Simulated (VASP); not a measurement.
# Ta (P6_3/mmc) in VASP: further runs

Runs on Ta. Level: PBE. Tasks: single point.

Program: VASP 6.6.1. These are calculated values, not measurements. Logs are shortened: lines on timing, memory, paths and dates and some standing lists are left out, and cuts for length are marked.

## (1) Starting point

It takes space group P6_3/mmc (No. 194, hexagonal). Conventional cell: a = 2.904 Å, b = 2.904 Å, c = 5.131 Å, α = 90.00°, β = 90.00°, γ = 120.00°. Around Ta (site symmetry -6m2) lie 12 Ta at 2.90 to 3.06 Å.

This isn't the form of Ta at room conditions, which is bcc.

## (2) Single point, PBE

Input file INCAR:

```
  ALGO = Normal
  EDIFF = 1E-6
  ENCUT = 520
  GGA = PE
  ISIF = 2
  ISMEAR = -1
  LASPH = True
  LCHARG = True
  LELF = True
  LREAL = False
  LVHAR = True
  LWAVE = False
  NBANDS = 18
  NELM = 100
  PREC = Accurate
  SIGMA = 0.15
```

Input file KPOINTS:

```
k-points
0
Gamma
  13 13 7
```

Input file POSCAR:

```
Ta
1.0
    2.9039239680      0.0000000000      0.0000000000
   -1.4519619840      2.5148719270      0.0000000000
    0.0000000000      0.0000000000      5.1308977023
Ta
2
Direct
    0.3333333333      0.6666666667      0.2500000000
    0.6666666667      0.3333333333      0.7500000000
```

Potentials or basis: VASP PAW PBE potentials, release 64 (Ta_pv).

On the command line:

```console
cat potpaw_PBE.64/Ta_pv/POTCAR > POTCAR
mpirun -np 1 vasp_std > vasp.out
```

OUTCAR:

```text
EDIFF = 1E-6
   ENCUT = 520
   GGA = PE
   ISIF = 2
   ISMEAR = -1
   LASPH = True
   LREAL = False
   NELM = 100
   PREC = Accurate

 ion  position               nearest neighbor table
   1  0.333  0.667  0.250-   2 3.06   2 3.06   2 3.06   2 3.06   2 3.06   2 3.06
   2  0.667  0.333  0.750-   1 3.06   1 3.06   1 3.06   1 3.06   1 3.06   1 3.06

  LATTYP: Found a hexagonal cell.
 ALAT       =     2.9039239680
 C/A-ratio  =     1.7668843120

  Lattice vectors:

 A1 = (   2.9039239680,   0.0000000000,   0.0000000000)
 A2 = (  -1.4519619840,   2.5148719270,   0.0000000000)
 A3 = (   0.0000000000,   0.0000000000,   5.1308977023)

Analysis of symmetry for initial positions (statically):
=====================================================================
 Subroutine PRICEL returns:
 Original cell was already a primitive cell.

 Routine SETGRP: Setting up the symmetry group for a
 hexagonal supercell.

 Subroutine GETGRP returns: Found 24 space group operations
 (whereof 12 operations were pure point group operations)
 out of a pool of 24 trial point group operations.

The static configuration has the point symmetry D_3d.
 The point group associated with its full space group is D_6h.

Analysis of symmetry for dynamics (positions and initial velocities):
=====================================================================
 Subroutine PRICEL returns:
 Original cell was already a primitive cell.

 Routine SETGRP: Setting up the symmetry group for a
 hexagonal supercell.

 Subroutine GETGRP returns: Found 24 space group operations
 (whereof 12 operations were pure point group operations)
 out of a pool of 24 trial point group operations.

The dynamic configuration has the point symmetry D_3d.
 The point group associated with its full space group is D_6h.

 Subroutine INISYM returns: Found 24 space group operations
 (whereof 12 operations are pure point group operations),
 and found     1 'primitive' translations

----------------------------------------------------------------------------------------

                                     Primitive cell

  volume of cell :      37.4709

  direct lattice vectors                    reciprocal lattice vectors
     2.903923968  0.000000000  0.000000000     0.344361633  0.198817282  0.000000000
[... 77 lines left out ...]
   PREC   = accura    normal or accurate (medium, high low for compatibility)
   ISTART =      0    job   : 0-new  1-cont  2-samecut
   ICHARG =      2    charge: 1-file 2-atom 10-const
   ISPIN  =      1    spin polarized calculation?
   LNONCOLLINEAR =      F non collinear calculations
   LSORBIT =      F    spin-orbit coupling
   LASPH  =      T    aspherical Exc in radial PAW
   ENCUT  =  520.0 eV  38.22 Ry    6.18 a.u.   5.40  5.40  9.54*2*pi/ulx,y,z
   NELM   =    100;   NELMIN=  2; NELMDL= -5     # of ELM steps
   EDIFF  = 0.1E-05   stopping-criterion for ELM
   LREAL  =      F    real-space projection
   EDIFFG = 0.1E-04   stopping-criterion for IOM
   NSW    =      0    number of steps for IOM
   IBRION =     -1    ionic relax: 0-MD 1-quasi-New 2-CG
   NFREE  =      0    steps in history (QN), initial steepest desc. (CG)
   ISIF   =      2    stress and relaxation
   ISYM   =      2    0-nonsym 1-usesym 2-fastsym
   POTIM  = 0.5000    time-step for ionic-motion
   TEBEG  =    0.0;   TEEND  =   0.0 temperature during run
   PSTRESS=    0.0 pullay stress
   NELECT =      22.0000    total number of electrons
   NUPDOWN=      -1.0000    fix difference up-down
   EMIN   =  10.00;   EMAX   =-10.00  energy-range for DOS
   EFERMI =   0.00;   METHOD = LEGACY
   ISMEAR =    -1;   SIGMA  =   0.15  broadening in eV -4-tet -1-fermi 0-gaus
   EFERMI_NEDOS =   21; number of points for ismear=-14 and -15
   IALGO  =     38    algorithm
   IMIX   =      4    mixing-type and parameters
     AMIX     =   0.40;   BMIX     =  1.00
     AMIX_MAG =   1.60;   BMIX_MAG =  1.00
  volume/ion in A,a.u.               =      18.74       126.43
  Fermi-wavevector in a.u.,A,eV,Ry     =   1.370832  2.590497 25.567801  1.879180
  Thomas-Fermi vector in A             =   2.496583
   LORBIT       =      0    0 simple, 1 ext, 2 COOP (PROOUT), +10 PAW based schemes
   GGA     = PE    functional components
   LHFCALC =     F    Hartree Fock is set to
   AEXX    =    0.0000 exact exchange contribution
   IVDW    =     0    specifies the selected vdW correction
   LEPSILON=     F    determine dielectric tensor
   LRPA    =     F    only Hartree local field effects (RPA)
 non-spin polarized calculation
  energy-cutoff  :      520.00
  volume of cell :       37.47
 maximum number of plane-waves:      1039
 NGX is ok and might be reduce to    24
   NGX = 11   NGY = 11   NGZ = 19

 number of electron      22.0000003 magnetization

 Free energy of the ion-electron system (eV)
  ---------------------------------------------------
  ext. energy  EPLUGINS =         0.00000000
  ---------------------------------------------------
  free energy    TOTEN  =       -23.16315088 eV

  energy without entropy =      -22.96709908  energy(sigma->0) =      -23.06512498

 E-fermi :   5.5934     XC(G=0): -12.4061

 val. band max:        5.5743627856   @ k =   0.1538   0.0769   0.0000
 cond. band min:       5.6095510363   @ k =   0.3077   0.0769   0.0000
 fundamental gap:      0.0351882508
 Fermi energy:         5.5934090065

 k-point     1 :       0.0000    0.0000    0.0000
  band No.  band energies     occupation
      1     -28.9642      2.00000
      2     -28.1242      2.00000
      3     -28.0335      2.00000
      4     -28.0335      2.00000
      5     -27.9466      2.00000
      6     -27.9466      2.00000
[... 481 lines left out ...]
      5     -28.0894      2.00000
      6     -27.9937      2.00000
[... 10 lines left out ...]
     17      10.9220      0.00000
     18      11.8287      0.00000

 [... further k-points ...]
[... 5 lines left out ...]
  --------------------------------------------------------------------------------------
  -------------------------------------------------------------------------------------
  Total        0.1166386      0.1166386      0.1865292      0.0000000      0.0000000      0.0000000
  in kB        4.9872205      4.9872205      7.9755907      0.0000000      0.0000000      0.0000000
  external PRESSURE =       5.9833439 kB  Pullay stress =       0.0000000 kB

 VOLUME and BASIS-vectors are now :
 -----------------------------------------------------------------------------
  energy-cutoff  :      520.00
  volume of cell :       37.47
      direct lattice vectors                 reciprocal lattice vectors
     2.903923968  0.000000000  0.000000000     0.344361633  0.198817282  0.000000000
    -1.451961984  2.514871927  0.000000000     0.000000000  0.397634563  0.000000000
     0.000000000  0.000000000  5.130897702     0.000000000  0.000000000  0.194897669

 POSITION                                       TOTAL-FORCE (eV/Angst)
 -----------------------------------------------------------------------------------
     -0.00000      1.67658      1.28272         0.000000     -0.000000      0.000000
      1.45196      0.83829      3.84817        -0.000000      0.000000      0.000000
 -----------------------------------------------------------------------------------
    total drift:                                0.000000     -0.000000      0.000000

  FREE ENERGIE OF THE ION-ELECTRON SYSTEM (eV)
  ---------------------------------------------------
  free  energy   TOTEN  =       -23.1631508826 eV

  energy  without entropy=      -22.9670990809  energy(sigma->0) =      -23.06512498
```

OSZICAR:

```text
N       E                     dE             d eps       ncg     rms          rms(c)
DAV:   1     0.169301963245E+03    0.16930E+03   -0.12880E+04  3024   0.126E+03
DAV:   2    -0.197495947338E+02   -0.18905E+03   -0.18600E+03  3690   0.355E+02
DAV:   3    -0.240582111290E+02   -0.43086E+01   -0.42445E+01  3702   0.503E+01
DAV:   4    -0.240896678265E+02   -0.31457E-01   -0.31402E-01  3428   0.450E+00
DAV:   5    -0.240898797364E+02   -0.21191E-03   -0.21190E-03  3392   0.368E-01    0.176E+01
DAV:   6    -0.233861953609E+02    0.70368E+00   -0.76256E-01  3396   0.766E+00    0.854E+00
DAV:   7    -0.231658235227E+02    0.22037E+00   -0.66628E-01  3452   0.677E+00    0.508E-01
DAV:   8    -0.231631785948E+02    0.26449E-02   -0.10138E-02  3330   0.871E-01    0.142E-01
DAV:   9    -0.231631634546E+02    0.15140E-04   -0.29507E-04  3538   0.145E-01    0.531E-02
DAV:  10    -0.231631532806E+02    0.10174E-04   -0.29620E-05  3722   0.402E-02    0.625E-03
DAV:  11    -0.231631517619E+02    0.15187E-05   -0.24221E-06  2742   0.112E-02    0.410E-03
DAV:  12    -0.231631508826E+02    0.87933E-06   -0.20762E-07  1572   0.471E-03
   1 F= -.23163151E+02 E0= -.23065125E+02  d E =-.196052E+00
```

Wall time 24 s (1 thread of Intel Xeon Platinum 8488C (Sapphire Rapids), shared host); peak memory 0.18 GiB.

Results:

```
Free energy            : -23.1632 eV
Pressure               : 0.6 GPa
Band gap on the k mesh : none (metal or under the smearing width)
```

Spin-orbit coupling is left out, which matters for the levels of Ta.

## (3) Single point, PBE

Input file INCAR:

```
SYSTEM = Ta
PREC = Accurate
ENCUT = 520
EDIFF = 1E-7
ISMEAR = -5
SIGMA = 0.1
LREAL = .FALSE.
LASPH = .TRUE.
NELM = 100
ALGO = Normal
ISIF = 2
LWAVE = .FALSE.
LCHARG = .FALSE.
GGA = PE
NBANDS = 18
```

Input file KPOINTS:

```
Automatic mesh
0
G
  13 13 7
  0 0 0
```

POSCAR is that of step 2.

Potentials or basis: VASP PAW PBE potentials, release 64 (Ta_pv).

On the command line:

```console
cat potpaw_PBE.64/Ta_pv/POTCAR > POTCAR
mpirun -np 1 vasp_std > vasp.out
```

Wall time 26 s (1 thread of Intel Xeon Platinum 8488C (Sapphire Rapids), shared host); peak memory 0.19 GiB.

It converged, with:

- Free energy: -23.0644 eV
- Pressure: 0.1 GPa
- Band gap on the k mesh: none (metal or under the smearing width)

Stress tensor (GPa, compression positive):
```
0.05 0.00 0.00
0.00 0.05 0.00
0.00 0.00 0.23
```

Levels at points of the mesh, in eV from the Fermi level:
```csv
k point,band 7,band 8,band 9,band 10,band 11,band 12,band 13,band 14,band 15,band 16
"(0.00, 0.00, 0.00)",-8.18,-4.88,-0.47,-0.05,0.60,0.60,1.18,1.18,2.92,2.92
```

Caveat: tetrahedron occupations give inexact forces and stress in metals.

## (4) Single point, PBE (equal xy, yz and zx shear strains of +3 %)

Input file INCAR:

```
SYSTEM = Ta
PREC = Accurate
ENCUT = 520
EDIFF = 1E-7
ISMEAR = -1
SIGMA = 0.03
LREAL = .FALSE.
LASPH = .TRUE.
NELM = 100
ALGO = Fast
ISIF = 2
LWAVE = .FALSE.
LCHARG = .TRUE.
GGA = PE
LELF = .TRUE.
LVHAR = .TRUE.
NBANDS = 18
```

KPOINTS is that of step 3.

Input file POSCAR:

```
Ta
1.0
    2.9039239680      0.0435588595      0.0435588595
   -1.4142389051      2.4930924972      0.0159436491
    0.0769634655      0.0769634655      5.1308977023
Ta
2
Direct
    0.3333333333      0.6666666667      0.2500000000
    0.6666666667      0.3333333333      0.7500000000
```

On the command line:

```console
cat potpaw_PBE.64/Ta_pv/POTCAR > POTCAR
mpirun -np 1 vasp_std > vasp.out
```

Run time: 4.4 min. Hardware: 1 thread of Intel Xeon Platinum 8488C (Sapphire Rapids), shared host; peak memory 0.42 GiB.

It converged, with:

```yaml
Free_energy: -23.0787 eV
Pressure: 0.3 GPa
Largest_force: 0.130 eV/Å
Band_gap_on_the_k_mesh: none (metal or under the smearing width)
```

Forces on the atoms (eV/Å):
```
Ta  -0.130  0.007 -0.003
Ta   0.130 -0.007  0.003
```

Stress tensor (GPa, compression positive):
```
 0.21 -0.64  1.84
-0.64  0.26  1.86
 1.84  1.86  0.31
```

Levels at points of the mesh, in eV from the Fermi level:
| k point | band 8 | band 9 | band 10 | band 11 | band 12 | band 13 | band 14 | band 15 |
| --- | --- | --- | --- | --- | --- | --- | --- | --- |
| (0.00, 0.00, 0.00) | -4.86 | -0.47 | -0.02 | 0.29 | 0.87 | 0.96 | 1.53 | 2.87 |

Spin-orbit coupling is left out, which matters for the levels of Ta.

## (5) Single point, PBE (z stretched by -1 % at fixed volume)

Input file INCAR:

```
  PREC = Accurate
  ENCUT = 520
  EDIFF = 1E-6
  ISMEAR = -1
  SIGMA = 0.03
  LREAL = False
  LASPH = True
  NELM = 100
  ALGO = Fast
  ISIF = 2
  LWAVE = False
  LCHARG = True
  GGA = PE
  LELF = True
  LVHAR = True
  NBANDS = 18
```

Input file KPOINTS:

```
regular mesh
0
Gamma
  13 13 7
```

Input file POSCAR:

```
Ta
1.0
    2.9185534006      0.0000000000      0.0000000000
   -1.4592767003      2.5275413872      0.0000000000
    0.0000000000      0.0000000000      5.0795887253
Ta
2
Direct
    0.3333333333      0.6666666667      0.2500000000
    0.6666666667      0.3333333333      0.7500000000
```

On the command line:

```console
cat potpaw_PBE.64/Ta_pv/POTCAR > POTCAR
mpirun -np 1 vasp_std > vasp.out
```

Wall time 31 s (1 thread of Intel Xeon Platinum 8488C (Sapphire Rapids), shared host); peak memory 0.18 GiB.

The run converged. Its results:

- Free energy: -23.0662 eV
- Pressure: 0.0 GPa
- Band gap on the k mesh: none (metal or under the smearing width)

Stress tensor (GPa, compression positive):
```
-0.92  0.00  0.00
 0.00 -0.92  0.00
 0.00  0.00  1.90
```

Levels at points of the mesh, in eV from the Fermi level:
| k point | band 7 | band 8 | band 9 | band 10 | band 11 | band 12 | band 13 | band 14 | band 15 | band 16 |
| --- | --- | --- | --- | --- | --- | --- | --- | --- | --- | --- |
| (0.00, 0.00, 0.00) | -8.18 | -4.83 | -0.32 | 0.08 | 0.57 | 0.57 | 1.19 | 1.19 | 2.79 | 2.79 |

The run has no spin-orbit coupling, so splittings on Ta are missing.

## (6) Overview

```tsv
cell	smearing	gap on the mesh (eV)	pressure (GPa)
as given	fermi-dirac 0.15 eV	none	0.6
as given	tetrahedron	none	0.1
equal xy, yz and zx shear strains of +3 %	fermi-dirac 0.03 eV	none	0.3
z stretched by -1 % at fixed volume	fermi-dirac 0.03 eV	none	0.0
```

Alike in all rows: task single point; level PBE; potentials or basis VASP PAW PBE potentials, release 64 (Ta_pv); no spin polarisation; k mesh 13 × 13 × 7; cutoff (eV) 520.

Caveats: tetrahedron occupations give inexact forces and stress in metals (some runs).

Total energies depend on the potentials used, so only differences within one code and one set of settings carry meaning.
